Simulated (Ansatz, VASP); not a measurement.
## MgS in VASP and in Ansatz

```xyz
2
Lattice="0.0000 2.7969 2.7969 2.7969 0.0000 2.7969 2.7969 2.7969 0.0000" Properties=species:S:1:pos:R:3 pbc="T T T"
Mg    0.0000    0.0000    0.0000
S     1.3985    1.3985    1.3985
```

Alike in both runs: task single point; functional LDA; k mesh 8 × 8 × 8; occupations gaussian, width 0.02 eV; no spin polarisation.

```csv
,VASP,Ansatz
version,VASP 6.6.1,Ansatz 0.2.0
potentials or method,"VASP PAW LDA potentials, release 64 (Mg, S)","scalar-relativistic, plane waves, PAW"
plane-wave cutoff (eV),520,420
valence electrons in the cell,8,16
```

```csv
,VASP,Ansatz,Ansatz less VASP
gap on the k mesh at the Fermi level (eV),3.38,3.36,-0.012
least direct gap on the mesh (eV),3.38,3.36,-0.012
pressure (GPa),-0.3,0.0,+0.34
```

The two sets of potentials don't hold the same shells in valence. Ansatz warned: «pseudo_functional_mismatch».

A k mesh can miss the band edges.
